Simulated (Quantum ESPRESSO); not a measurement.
## Fe: band structure with LDA

The system is Fe.

```
Fe
1.0
    -1.44300    1.44300    1.44300
     1.44300   -1.44300    1.44300
     1.44300    1.44300   -1.44300
Fe
1
Direct
  0.00000 0.00000 0.00000
```

| Property | Result |
| --- | --- |
| Program | Quantum ESPRESSO 7.5 |
| Task | band structure |
| Functional | LDA |
| Potentials or basis | PseudoDojo 0.4.1 SR LDA standard |
| Cutoff | 1225 eV |
| Density cutoff | 4898 eV |
| k mesh | 13 × 13 × 13 |
| Occupations | fermi-dirac, width 0.05 eV |
| Spin | collinear spin, ferromagnetic start |
| Starting moments | [3.0] μB |
| Form of the LDA correlation | PW92 |
| Mixing beta | 0.3 |
| Most SCF iterations | 120 |
| SCF threshold | 2e-10 Ry |

The pressure is -24.5 GPa and the band gap on the k mesh is none (metal or under the smearing width). The net moment is 2.29 μB per cell and the absolute moment is 2.38 μB per cell. The site moments are Fe +2.32 μB and the valence electrons inside the program's atomic spheres are Fe 14.45.

Levels at the corners of the path, in eV from the Fermi level:
Spin up:
```csv
point,band 6,band 7,band 8,band 9,band 10,band 11,band 12,band 13
Γ,-2.24,-2.24,-2.24,-1.00,-1.00,23.84,23.84,23.84
H,-4.53,0.03,0.03,0.03,9.34,9.34,9.34,15.08
N,-3.25,-0.98,-0.83,0.29,0.42,6.82,17.55,19.03
Γ,-2.24,-2.24,-2.24,-1.00,-1.00,23.84,23.84,23.84
P,-3.11,-3.11,-0.79,-0.79,8.20,8.20,8.20,9.94
H,-4.53,0.03,0.03,0.03,9.34,9.34,9.34,15.08
P,-3.11,-3.11,-0.79,-0.79,8.20,8.20,8.20,9.94
N,-3.25,-0.98,-0.83,0.29,0.42,6.82,17.55,19.03
```
Spin down:
| point | band 4 | band 5 | band 6 | band 7 | band 8 | band 9 | band 10 | band 11 |
| --- | --- | --- | --- | --- | --- | --- | --- | --- |
| Γ | -50.90 | -7.90 | -0.16 | -0.16 | -0.16 | 1.59 | 1.59 | 23.97 |
| H | -51.18 | -2.73 | -2.73 | 2.39 | 2.39 | 2.39 | 9.77 | 9.77 |
| N | -50.90 | -3.31 | -1.36 | 0.74 | 1.50 | 1.82 | 2.68 | 8.27 |
| Γ | -50.90 | -7.90 | -0.16 | -0.16 | -0.16 | 1.59 | 1.59 | 23.97 |
| P | -51.09 | -1.54 | -1.54 | -1.54 | 1.87 | 1.87 | 9.28 | 9.28 |
| H | -51.18 | -2.73 | -2.73 | 2.39 | 2.39 | 2.39 | 9.77 | 9.77 |
| P | -51.09 | -1.54 | -1.54 | -1.54 | 1.87 | 1.87 | 9.28 | 9.28 |
| N | -50.90 | -3.31 | -1.36 | 0.74 | 1.50 | 1.82 | 2.68 | 8.27 |

It took 45 s on 1 thread of Intel(R) Xeon(R) Platinum 8375C CPU @ 2.90GHz (Ice Lake), with other jobs on the host, peak memory 0.09 GiB.

Caveat: so large a pressure means that the cell lies far from this level's equilibrium, or that cutoff or potentials fall short.
